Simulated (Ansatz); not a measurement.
A crystal relaxed with r2SCAN in the PAW code Ansatz has space group P6_3mc (No. 186) and a = 3.075 Å, c = 5.048 Å.

```tsv
atom	site	x	y	z
Xx	2b	0.3333	0.6667	0.9996
C	2b	0.3333	0.6667	0.3754
```

r2SCAN gives an indirect gap of 2.65 eV, from Γ to K; the least direct gap is 4.48 eV at M. HSE06 gives an indirect gap of 3.16 eV, from Γ to K; the least direct gap is 5.06 eV at M. PBE gives an indirect gap of 2.28 eV, from Γ to K; the least direct gap is 3.98 eV at M. Meshes: r2SCAN 12×12×6, HSE06 6×6×4, PBE 12×12×6. r2SCAN's ε∞ is 6.5 along x and y, 6.8 along z.

Task: Which element is Xx?
A. Sn
B. Pb
C. Si
D. Ge

Result: C. Xx is Si: wurtzite SiC. Si is surrounded by 4 C at 1.88–1.90 Å; C is surrounded by 4 Si at 1.88–1.90 Å.

The values are computed, spin-unpolarised, and not measurements.

The meshes of the hybrids are coarse, so their gaps aren't converged to the digits shown.
